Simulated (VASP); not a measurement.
# MgS in VASP: how settings move the PBE single point

Aim: see what changed inputs do to the PBE single point of zincblende MgS, under -1.8 % strain along [111] alone. This is a trial cell built on a prototype, not taken from a measured structure, and it needn't be the compound's ground state.

Program: VASP 6.6.1. PAW datasets, plane waves. Values at 0 K without nuclear motion; spin polarisation is off, and the phase may be a hypothetical one.

## (1) The cell

The cell comes from an earlier relaxation with r2SCAN in another program, then strained, with the atoms relaxed again.

Space group R3m (No. 160), trigonal; conventional cell a = 4.003 Å, c = 9.629 Å, 22.28 Å³ an atom. Around Mg lie 4 S at 2.43–2.44 Å; around S lie 4 Mg at 2.43–2.44 Å.

Coordinates:

```xyz
2
Lattice="-0.0342 2.7967 2.7967 2.7967 -0.0342 2.7967 2.7967 2.7967 -0.0342" Properties=species:S:1:pos:R:3 pbc="T T T"
Mg   -0.0066   -0.0066   -0.0066
S     1.3965    1.3965    1.3965
```

## (2) Reference

INCAR reads:

```
ENCUT = 520.000000
SIGMA = 0.020000
EDIFF = 1.00e-07
GGA = PE
PREC = Accurate
IBRION = -1
ISIF = 2
ISMEAR = -1
NBANDS = 11
NELM = 120
NSW = 0
LASPH = .TRUE.
LCHARG = .FALSE.
LWAVE = .FALSE.
LREAL = .FALSE.
```

KPOINTS reads:

```
KPOINTS created by Atomic Simulation Environment
0
Gamma
8 8 8
0 0 0
```

POSCAR reads:

```
Mg S
 1.0000000000000000
    -0.0341592472000000    2.7967175917999998    2.7967175917999998
     2.7967175917999998   -0.0341592472000000    2.7967175917999998
     2.7967175917999998    2.7967175917999998   -0.0341592472000000
 Mg  S
   1   1
Cartesian
 -0.0066497604646519 -0.0066497604646519 -0.0066497604646519
  1.3964687445646522  1.3964687445646522  1.3964687445646520
```

A file KPOINTS_OPT adds named points for the levels; it doesn't enter the self-consistent loop.

Potentials: the recommended PBE PAW datasets, 8 valence electrons.

Command:

```console
> mpirun -np 1 vasp_std
```

The closing lines of the self-consistent loop in OSZICAR:

```text
DAV:  11    -0.846112648364E+01   -0.58817E-05   -0.52322E-05  1734   0.298E-02    0.507E-02
DAV:  12    -0.846112812519E+01   -0.16415E-05   -0.56849E-06  1628   0.121E-02    0.103E-02
DAV:  13    -0.846112806174E+01    0.63447E-07   -0.39574E-07  1761   0.294E-03
   1 F= -.84611281E+01 E0= -.84611281E+01  d E =-.886187E-11
```

It took 14 s on 1 MPI rank of Intel Xeon 6975P-C, shared host; peak memory 0.2 GiB.

It gives: energy (σ→0) -8.4611 eV, pressure 2.05 GPa, gap on the mesh 3.47 eV.

## (3) Variant 1

Edit INCAR of step 2 so:

```diff
@@ -1,2 +1 @@
-ENCUT = 520.000000
 SIGMA = 0.020000
@@ -15 +14,4 @@
 LREAL = .FALSE.
+ALGO = Damped
+TIME = 0.5
+ENCUT = 500
```

KPOINTS is that of step 2.

POSCAR is that of step 2.

Command:

```console
> mpirun -np 1 vasp_std
```

Printed to the terminal (iteration lines stand in OSZICAR):

```text
POSCAR found type information on POSCAR MgS
 POSCAR found :  2 types and       2 ions
 LDA part: xc-table for (Slater+PW92), standard interpolation
 POSCAR, INCAR and KPOINTS ok, starting setup
 FFT: planning ... GRIDC
 FFT: planning ... GRID_SOFT
 FFT: planning ... GRID
 WAVECAR not read
 entering main loop
 final diagonalization occupied
```

OSZICAR:

```text
N       E                     dE             d eps       ncg     rms           ort
DAV:   1     0.452920886880E+02    0.45292E+02   -0.33163E+03   715   0.636E+02
DAV:   2     0.938037757111E-01   -0.45198E+02   -0.42245E+02   715   0.126E+02
DAV:   3    -0.761873555180E+01   -0.77125E+01   -0.75253E+01   715   0.616E+01
DAV:   4    -0.876223079465E+01   -0.11435E+01   -0.11250E+01   715   0.233E+01
DAV:   5    -0.894074442335E+01   -0.17851E+00   -0.17592E+00   715   0.900E+00
SDA:   6    -0.790954940998E+01    0.10312E+01   -0.86877E+00   715   0.174E+01   0.000E+00
DMP:   7    -0.839449681119E+01   -0.48495E+00   -0.88328E-01   715   0.110E+00   0.201E+00
DMP:   8    -0.841134817819E+01   -0.16851E-01   -0.56942E-01   715   0.151E+00  -0.110E+00
DMP:   9    -0.844849485764E+01   -0.37147E-01   -0.23032E-01   715   0.347E-01   0.342E-01
DMP:  10    -0.845816024215E+01   -0.96654E-02   -0.25293E-02   715   0.765E-02  -0.778E-02
DMP:  11    -0.845924887065E+01   -0.10886E-02   -0.26288E-02   715   0.551E-02  -0.748E-03
DMP:  12    -0.846069205854E+01   -0.14432E-02   -0.44074E-03   715   0.700E-03   0.545E-03
DMP:  13    -0.846080575889E+01   -0.11370E-03   -0.16897E-03   715   0.475E-03  -0.410E-03
DMP:  14    -0.846091723430E+01   -0.11148E-03   -0.10999E-03   715   0.185E-03   0.106E-03
DMP:  15    -0.846097788941E+01   -0.60655E-04   -0.15582E-04   715   0.256E-04   0.166E-04
DMP:  16    -0.846098402779E+01   -0.61384E-05   -0.81082E-05   715   0.190E-04  -0.837E-05
DMP:  17    -0.846098873031E+01   -0.47025E-05   -0.31110E-05   715   0.490E-05   0.396E-05
DMP:  18    -0.846098980500E+01   -0.10747E-05   -0.41215E-06   715   0.102E-05  -0.599E-06
DMP:  19    -0.846098992587E+01   -0.12087E-06   -0.37883E-06   715   0.804E-06  -0.138E-06
DMP:  20    -0.846099025967E+01   -0.33379E-06   -0.11660E-06   715   0.163E-06   0.212E-06
DMP:  21    -0.846099038271E+01   -0.12304E-06   -0.18135E-07   715   0.432E-07  -0.207E-07
DMP:  22    -0.846099040138E+01   -0.18676E-07   -0.14713E-07   715   0.289E-07   0.173E-08
   1 F= -.84609904E+01 E0= -.84609904E+01  d E =-.759940E-11
```

OUTCAR, selected sections:

```text
k-points           NKPTS =     65   k-points in BZ     NKDIM =     65   number of bands    NBANDS=     11

   NELECT =       8.0000    total number of electrons

   dimension x,y,z NGX =    30 NGY =   30 NGZ =   30
   dimension x,y,z NGXF=    60 NGYF=   60 NGZF=   60

  energy-cutoff  :      500.00
  volume of cell :       44.55
      direct lattice vectors                 reciprocal lattice vectors
    -0.034159247  2.796717592  2.796717592    -0.175538447  0.177708994  0.177708994
     2.796717592 -0.034159247  2.796717592     0.177708994 -0.175538447  0.177708994
     2.796717592  2.796717592 -0.034159247     0.177708994  0.177708994 -0.175538447

 k-points in reciprocal lattice and weights: KPOINTS created by Atomic Simulation Env
   0.00000000  0.00000000  0.00000000       0.002
   0.12500000  0.00000000 -0.00000000       0.012
   0.25000000  0.00000000 -0.00000000       0.012
   0.37500000  0.00000000  0.00000000       0.012
   0.50000000  0.00000000 -0.00000000       0.006
   0.12500000  0.12500000 -0.00000000       0.012
   0.25000000  0.12500000 -0.00000000       0.023
   0.37500000  0.12500000  0.00000000       0.023
[... 57 more k-points ...]

 E-fermi :   1.6405

 k-point     1 :       0.0000    0.0000    0.0000
  band No.  band energies     occupation
      1     -10.1490      2.00000
      2       1.1445      2.00000
      3       1.1445      2.00000
      4       1.2512      2.00000
      5       4.7236      0.00000
      6       9.0957      0.00000
      7       9.0957      0.00000
      8       9.3444      0.00000
      9      12.0503      0.00000
     10      12.0503      0.00000
     11      15.0990      0.00000

 k-point     2 :       0.1250    0.0000   -0.0000
  band No.  band energies     occupation
      1     -10.0596      2.00000
      2       0.4684      2.00000
      3       1.0946      2.00000
      4       1.1846      2.00000
      5       5.3892      0.00000
      6       8.9450      0.00000
      7       9.2769      0.00000
      8       9.4932      0.00000
      9      11.5739      0.00000
     10      11.6265      0.00000
     11      15.7099      0.00000

 k-point     3 :       0.2500    0.0000   -0.0000
  band No.  band energies     occupation
      1      -9.8279      2.00000
      2      -0.7197      2.00000
      3       0.9820      2.00000
      4       1.0583      2.00000
      5       6.2492      0.00000
      6       9.0094      0.00000
      7       9.3345      0.00000
      8       9.4927      0.00000
      9      11.5785      0.00000
     10      11.7493      0.00000
     11      13.5498      0.00000

 k-point     4 :       0.3750    0.0000    0.0000
  band No.  band energies     occupation
      1      -9.5681      2.00000
      2      -1.6625      2.00000
      3       0.8789      2.00000
      4       0.9431      2.00000
      5       6.4189      0.00000
      6       8.9835      0.00000
      7       9.1138      0.00000
      8       9.6125      0.00000
      9      12.8450      0.00000
     10      13.0777      0.00000
     11      13.5717      0.00000

[... the tables of k-points 5 to 65 left out ...]

  Total        0.5681959      0.5681959      0.5681959      0.1001818      0.1001818      0.1001818
  in kB       20.4337685     20.4337685     20.4337685      3.6027928      3.6027928      3.6027928
  external PRESSURE =      20.4337685 kB  Pullay stress =       0.0000000 kB

 POSITION                                       TOTAL-FORCE (eV/Angst)
 -----------------------------------------------------------------------------------
      5.55263      5.55263      5.55263        -0.003688     -0.003688     -0.003688
      1.39647      1.39647      1.39647         0.003688      0.003688      0.003688
 -----------------------------------------------------------------------------------
    total drift:                               -0.000141     -0.000141     -0.000141

  FREE ENERGIE OF THE ION-ELECTRON SYSTEM (eV)
  ---------------------------------------------------
  free  energy   TOTEN  =        -8.4609904014 eV

  energy  without entropy=       -8.4609904014  energy(sigma->0) =       -8.46099040
```

It took 17 s on 1 MPI rank of Intel Xeon 6975P-C, shared host; peak memory 0.2 GiB.

Changed: ALGO = Damped, TIME = 0.5, ENCUT = 500. The run ends normally. Against the reference the energy moves by +0.1 meV/atom.

## (4) All runs together

| run | changed | ending | energy change (meV/atom) | pressure (GPa) | gap on the mesh (eV; negative: overlap) | electronic steps | time | usable |
| --- | --- | --- | --- | --- | --- | --- | --- | --- |
| ref. | – | converged | 0 | 2.0 | 3.47 | 13 | 14 s | yes |
| 1 | ALGO = Damped, TIME = 0.5, ENCUT = 500 | converged | 0.1 | 2.0 | 3.47 | 22 | 17 s | yes |

What this shows: The altered input gave usable results. «ALGO = Damped, TIME = 0.5, ENCUT = 500» moves the energy by 0.1 meV/atom.
